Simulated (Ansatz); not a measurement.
TaN, DFT, PBEsol, all-electron PAW with datasets made for the crystal, scalar-relativistic (Ansatz 0.2.0), run on 1 thread of AMD EPYC 7R43 64-Core Processor (Zen 3) on a shared host.

The geometry is COD entry 1523630, unchecked; take it as a test cell. The listed cell was then made from it by scaling, straining or moving an atom.

Command: `ansatz run input.yaml --threads 1 --pin off --max-ram 4096MiB --backend cpu --events-out ev --progress --plain --runs-dir out`

```yaml
crystal:
  lattice:
    - [3.1089620182, 0.0, 0.0]
    - [-1.5544810091, 2.6924400871, 0.0]
    - [0.0, 0.0, 4.918]
  atoms:
    - { symbol: Ta, position: [0.0, 0.0, 0.0] }
    - { symbol: Ta, position: [0.0, 0.0, 0.5] }
    - { symbol: "N", position: [0.3333333333, 0.6666666667, 0.25] }
    - { symbol: "N", position: [0.6666666667, 0.3333333333, 0.75] }
kpoints:
  mp_grid: { grid: [11, 11, 6] }
scf:
  occupations: { method: fermi_dirac, width: 0.01 }
hamiltonian:
  xc: pbesol
  pseudopotentials: { kind: all_electron, datasets: crystal }
output:
  forces: true
  stress: true
  eigenvalues: true
  efg: { contact_densities: true }
```

Question: How large is the problem that the program sets up?

Answer: 64 irreducible k-points, 1085 plane waves at Γ, 43 bands.

Question: Estimate the wall time and the peak memory.

Answer: 44 s of wall time for 9 SCF iterations, with a peak of 0.95 GiB. Times on shared machines scatter by tens of per cent.

Question: And the same cell and mesh by PAW with the default files, asked for forces, stress, eigenvalues, efg, on the same hardware?

Answer: 6.5 s, peak memory 0.46 GiB.
